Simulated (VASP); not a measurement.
Here is a VASP 6.6.1 calculation.

The input POSCAR:

```
MgB2
1.0
    3.0850000000      0.0000000000      0.0000000000
   -1.5425000000      2.6716883707      0.0000000000
    0.0000000000      0.0000000000      3.5230000000
Mg B
1 2
Direct
    0.0000000000      0.0000000000      0.0000000000
    0.6666666667      0.3333333333      0.5000000000
    0.3333333333      0.6666666667      0.5000000000
```

The input INCAR.step1:

```
ALGO = Normal ; EDIFF = 1E-8
EDIFFG = -0.002 ; ENCUT = 600
GGA = PE ; IBRION = 2
ISIF = 3 ; ISMEAR = 0
LASPH = True ; LCHARG = False
LREAL = False ; LWAVE = False
NELM = 80 ; NSW = 40
PREC = Accurate ; SIGMA = 0.02
```

File INCAR.step2:

```
ALGO = Normal ; EDIFF = 1E-8
ENCUT = 600 ; GGA = PE
IBRION = 6 ; ISIF = 2
ISMEAR = 0 ; LASPH = True
LCHARG = False ; LREAL = False
LWAVE = False ; NELM = 80
NFREE = 2 ; NSW = 1
POTIM = 0.015 ; PREC = Accurate
SIGMA = 0.02
```

Contents of KPOINTS:

```
k-points
0
Gamma
  7 7 6
```

Potentials or basis: VASP PAW PBE potentials, release 64 (Mg, B).

Command:

```sh
$ cat potpaw_PBE.64/Mg/POTCAR potpaw_PBE.64/B/POTCAR > POTCAR
$ cp INCAR.step1 INCAR
$ mpirun -np 1 vasp_std > vasp.out
$ cp CONTCAR POSCAR
$ cp INCAR.step2 INCAR
$ mpirun -np 1 vasp_std > vasp.out
```

Question: What does it give for the highest phonon frequency at Γ, LO-TO splitting left out?

Answer: 715 cm⁻¹.

Question: What does it give for the relaxed cell?

Answer: a = 3.068 Å, b = 3.068 Å, c = 3.536 Å, α = 90.00°, β = 90.00°, γ = 120.00°.

Phonon frequencies in cm⁻¹ (negative: imaginary):
```csv
q point,frequencies
"(0.000, 0.000, 0.000)",0 0 0 329 329 407 673 715 715
```
